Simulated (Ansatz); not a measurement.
**SnSe: do energies and stresses tell the same story?**

Level of theory: DFT PBE+D3(BJ), scalar-relativistic, plane waves, PAW in Ansatz.

Plane waves to 420 eV, a k mesh through Γ of 10×10×8 on the computed 4-atom cell and Gaussian smearing (0.01 eV); no spin polarisation.

Relaxed cell: Cmcm, a = 4.231 Å, b = 11.576 Å, c = 4.224 Å, α = 90.00°, β = 90.00°, γ = 90.00°, 4 atoms in the primitive cell. This form isn't the usual stable structure of the compound, though it has been observed.

Energies at zero smearing and pressures from the stress tensor, at volumes with shape and atoms relaxed:
| V (Å³/atom) | E − E(first) (meV/atom) | P (GPa) |
| --- | --- | --- |
| 22.758 | 0.00 | 7.57 |
| 23.534 | -30.35 | 5.05 |
| 24.310 | -49.70 | 3.01 |
| 25.085 | -60.05 | 1.33 |
| 25.861 | -63.14 | -0.01 |
| 26.637 | -60.51 | -1.04 |
| 27.413 | -53.59 | -1.79 |
| 28.447 | -40.13 | -2.33 |

Q: Check P = −dE/dV between neighbouring volumes, and get the bulk modulus from the pressures alone.

A: With 1 eV/Å³ = 160.2 GPa:
```
middle V (Å³/atom)  −ΔE/ΔV (GPa) mean P (GPa)
            23.146         6.267         6.310
            23.922         3.995         4.031
            24.698         2.137         2.171
            25.473         0.638         0.664
            26.249        -0.543        -0.524
            27.025        -1.428        -1.414
            27.930        -2.085        -2.056
```

The two differ by 0.04 GPa at most. The mean of two end pressures misses the average over a step by about ΔV² P″/12, up to 0.05 GPa here; with that taken off 0.02 GPa remains. Around V = 25.861 Å³/atom, the two neighbours give B = −V ΔP/ΔV = 25.861 × 2.38 / 1.552 = 39.6 GPa, against B0 = 37.7 GPa from the Birch–Murnaghan fit of the energies.